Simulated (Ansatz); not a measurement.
Consider the formal hydrolysis of a C–Al bond: `N=[C](N)[AlH][F]` + H₂O → `N=C(N)O` + `[F][AlH2]`.

Program: Ansatz. Geometries: PBE0-D4/def2-TZVP. ΔE: electronic, gas phase. CCSD(T)/CBS adds triple-zeta CCSD(T) − MP2 to the extrapolated MP2 energy (def2 sets, frozen cores). This one scheme is used for every species. DFT in def2-TZVPP. B3LYP here is the variant with VWN-RPA as its local correlation; programs differ in this. One conformer a species, not always the lowest.

```
       level  ΔE (kJ/mol)
    B3LYP-D4         13.7
    BHLYP-D4          6.1
     ωB97M-V         10.2
    PBE-QIDH          8.4
      r2SCAN          8.6
     r2SCANh          7.2
     r2SCAN0          5.0
MP2/def2-SVP         -8.8
```

Q: What does CCSD(T)/CBS give? (Best estimate.)

A: Ansatz gave: +22.6 kJ/mol. The listed levels differ from it by -8.9, -16.5, -12.4, -14.2, -14.0, -15.4, -17.6, -31.4 kJ/mol.

Largest T1 diagnostic among the species: 0.014.

The D4 term adds +4.3 kJ/mol with B3LYP and +2.5 kJ/mol with PBE0; it sums over pairs of atoms, weighted by their polarisabilities, and B3LYP, whose exchange is more repulsive, gets the larger term. From BLYP to BHLYP (50 % exact exchange), in def2-TZVPP and without D4, ΔE moves by −13.5 kJ/mol.

CCSD(T)/CBS has its own doubt, a few kJ/mol and more with outer-core shells, so smaller differences from it don't rank the levels.
